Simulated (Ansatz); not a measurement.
## What a change of settings does to a run on Si

The structure comes from a relaxation in the same program, started in the bcc type. Whether it is a known phase or the ground state wasn't checked. The listed cell was then made from it by scaling, straining or moving an atom.

First run: DFT, PBE, PAW with Ansatz's default frozen-core files, scalar-relativistic (Ansatz 0.2.0).

Command: `ansatz run input.yaml --threads 1 --pin off --max-ram 2048MiB --backend cpu --events-out ev --progress --plain --runs-dir out` The run took 2.2 s on 1 thread of Arm Neoverse V1 (shared host).

```yaml
crystal:
  lattice:
    - [-1.5102947414, 1.5102947414, 1.5102947414]
    - [1.5102947414, -1.5102947414, 1.5102947414]
    - [1.5102947414, 1.5102947414, -1.5102947414]
  atoms:
    - { symbol: Si, position: [0.0, 0.0, 0.0] }
kpoints:
  mp_grid: { grid: [18, 18, 18] }
scf:
  occupations: { method: fermi_dirac, width: 0.05 }
hamiltonian:
  xc: pbe
  pseudopotentials: { kind: paw }
output:
  forces: true
  stress: true
  eigenvalues: true
  efg: { contact_densities: true }
  write_density: true
  write_potential: true
  elf: true
  volumetric_format: npy
```

Result: converged; pressure 6.48 GPa; no gap on the k mesh; 6 SCF iterations.

A second input differs as follows:

```diff
@@ -9,5 +9,5 @@
   mp_grid: { grid: [18, 18, 18] }
 scf:
-  occupations: { method: fermi_dirac, width: 0.05 }
+  max_iter: 50
 hamiltonian:
   xc: pbe
@@ -18,7 +18,3 @@
   eigenvalues: true
   efg: { contact_densities: true }
-  write_density: true
-  write_potential: true
-  elf: true
-  volumetric_format: npy
```

Problem. What is wrong with it, and what does the program do?

Solution. The fault is no occupation method. The run refused before any iteration. The log ends:
```
Error: YAML parse error: `scf.occupations.method` is required: fixed only where the cell keeps a band gap throughout the run, explicit beside scf.occupations.values (under evaluate: without them), else a smearing such as fermi_dirac (scf.occupations.width is optional; its entry in the input reference gives the default)
```
